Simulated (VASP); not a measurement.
The system is BP.

```xyz
2
Lattice="0.0000 2.2690 2.2690 2.2690 0.0000 2.2690 2.2690 2.2690 0.0000" Properties=species:S:1:pos:R:3 pbc="T T T"
P     3.4035    3.4035    3.4035
B     0.0000    0.0000    0.0000
```

Base run:

```yaml
Program: VASP 6.6.1
Functional: HSE03
Potentials_or_basis: VASP PAW PBE potentials, release 64 (P, B)
Cutoff: 520 eV
k_mesh: 8 × 8 × 8
Occupations: gaussian, width 0.02 eV
Spin: no spin polarisation
```

Its results: band gap on the k mesh 1.82 eV, indirect (least direct gap 4.15 eV); pressure -1.9 GPa.

Question: After a change of settings the same cell gave: band gap on the k mesh 2.68 eV, indirect (least direct gap 5.01 eV); pressure -2.3 GPa. Which change was it?
A. functional from HSE03 to PBE0
B. functional from HSE03 to r2SCAN-EpsX
C. functional from HSE03 to HSE06

Answer: A.

Caveats: the PAW data sets were made with another functional, which shifts forces and pressure a little.
